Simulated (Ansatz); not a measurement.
Write the native input for Ansatz 0.2.0 that does the following.

| Quantity | Value |
| --- | --- |
| Task | single point |
| Functional | PBE |
| Potentials or basis | Ansatz PAW |
| Cutoff | 420 eV (not typed: the program's choice for these potentials) |
| k mesh | 13 × 13 × 13 |
| Occupations | gaussian, width 0.017 eV |
| Spin | no spin polarisation |

C:

```xyz
2
Lattice="0.0000 1.7834 1.7834 1.7834 0.0000 1.7834 1.7834 1.7834 0.0000" Properties=species:S:1:pos:R:3 pbc="T T T"
C     2.6751    2.6751    2.6751
C     1.7834    1.7834    1.7834
```

This isn't the form of C at room conditions, which is graphite.

One way to write it, as run:

input.yaml

```yaml
crystal:
  lattice:
    - [0.0, 1.78337, 1.78337]
    - [1.78337, 0.0, 1.78337]
    - [1.78337, 1.78337, 0.0]
  atoms:
    - { symbol: C, position: [0.75, 0.75, 0.75] }
    - { symbol: C, position: [0.5, 0.5, 0.5] }
hamiltonian:
  xc: pbe
  pseudopotentials: { kind: paw }
kpoints:
  mp_grid: { grid: [13, 13, 13] }
scf:
  occupations: { method: gaussian, width: 0.017 }
output:
  forces: true
  stress: true
  eigenvalues: true
```

Potentials or basis: Ansatz PAW.

Run with:

```sh
$ ansatz run input.yaml --threads 2 --pin off --max-ram 5632MiB --backend cpu --events-out ev --progress --plain --runs-dir out
```

Results of the run:

```json
{
  "Pressure": "1.8 GPa",
  "Band gap on the k mesh": "4.15 eV, indirect (least direct gap 5.59 eV)"
}
```

Caveat: odd divisions of the mesh miss points on the zone boundary, where band edges often lie, so the gap on the mesh can be too wide; the pressure holds a Pulay correction of +1.0 GPa for the finite cutoff.

Run time: 0.83 s on 2 threads of Intel(R) Xeon(R) Processor @ 2.70GHz, with other jobs on the host, peak memory 0.27 GiB.
